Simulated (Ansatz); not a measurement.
## H interstitial in AlP

All numbers below come from DFT PBE, scalar-relativistic, plane waves, PAW in Ansatz. Settings: 420 eV cutoff, 2×2×2 k-mesh, shifted by half a step, Gaussian smearing of 0.01 eV, collinear spin in charge 0 alone.

Host crystal, relaxed:

```xyz
2
Lattice="0.0000 2.7537 2.7537 2.7537 0.0000 2.7537 2.7537 2.7537 0.0000" Properties=species:S:1:pos:R:3 pbc="T T T"
Al    0.0000    0.0000    0.0000
P     4.1305    4.1305    4.1305
```

Supercell of 32 atoms, rows in host cell vectors: 1 -3 1; -3 1 1; 1 1 -3. Atoms relax at the host's cell, keeping the symmetry that the supercell leaves at the site. The cell is small, so energies carry finite-size errors of tenths of an eV. The host's Kohn–Sham gap is 1.63 eV.

Defect: H interstitial at (0.250, 0.250, 0.250) of the host cell, charge 0.

Problem. Give the relaxed supercell.

Solution.
```
CELL_PARAMETERS angstrom
-5.50734 5.50734 -5.50734
5.50734 -5.50734 -5.50734
-5.50734 -5.50734 5.50734
ATOMIC_POSITIONS crystal
Al 0.49827 0.24872 0.24872
Al 0.24872 0.24872 0.49827
Al 0.99955 0.25128 0.75000
Al 0.75000 0.99955 0.25128
Al 0.75000 0.25128 0.99955
Al 0.50045 0.00173 0.50045
Al 0.25128 0.99955 0.75000
Al 0.99955 0.75000 0.25128
Al 0.99493 0.99493 0.99493
Al 0.75000 0.75000 0.50507
Al 0.50507 0.75000 0.75000
Al 0.24872 0.49827 0.24872
Al 0.25128 0.75000 0.99955
Al 0.00173 0.50045 0.50045
Al 0.75000 0.50507 0.75000
Al 0.50045 0.50045 0.00173
P 0.50000 0.00000 0.25000
P 0.25000 0.00000 0.50000
P 0.00228 0.00228 0.75000
P 0.75000 0.75000 0.25256
P 0.75000 0.00228 0.00228
P 0.49772 0.75000 0.49772
P 0.25256 0.75000 0.75000
P 0.00000 0.50000 0.25000
P 0.00228 0.75000 0.00228
P 0.75000 0.49772 0.49772
P 0.49772 0.49772 0.75000
P 0.24744 0.24744 0.24744
P 0.25000 0.50000 0.00000
P 0.00000 0.25000 0.50000
P 0.75000 0.25256 0.75000
P 0.50000 0.25000 0.00000
H 0.75000 0.75000 0.75000
```
Around the defect: 4 Al at 2.34 Å, 6 P at 2.78 Å. The run ended with a moment of 1.00 μB, which may not be the ground spin state.